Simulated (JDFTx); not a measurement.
## Sr under changes of volume

One of the cells (56.319 Å³/atom); the others are scaled copies at fixed shape and fractional positions:

```xyz
1
Lattice="0.0000 3.0423 3.0423 3.0423 0.0000 3.0423 3.0423 3.0423 0.0000" Properties=species:S:1:pos:R:3 pbc="T T T"
Sr    0.0000    0.0000    0.0000
```

- Program: JDFTx 1.7.0 (patched build)
- Functional: LDA
- Potentials or basis: PseudoDojo-SR-LDA-0.4.1-standard with smoothed tails
- Cutoff: 925 eV
- Density cutoff: 3701 eV
- k mesh: 8 × 8 × 8
- Occupations: fermi-dirac, width 0.05 eV
- Spin: no spin polarisation

```csv
volume (Å³/atom),energy over the lowest point (meV/atom),pressure (GPa)
52.940,0.00,-1.1
54.067,8.37,-1.3
55.193,18.12,-1.4
56.319,29.10,-1.6
57.446,41.18,-1.8
58.572,54.24,-1.9
59.698,?,?
```

Task: What does the run at 59.698 Å³/atom give?

Result: Energy over the lowest point 68.17 meV/atom; pressure -2.0 GPa.

Worked out: A Birch-Murnaghan fit of order 3 (a polynomial in V^(-2/3)) to the other rows has no minimum within the range. It gives 68.16 meV/atom at 59.698 Å³/atom, against the run's 68.17, and -dE/dV = -2.0 GPa, against -2.0.

Energies are extrapolated to zero smearing.
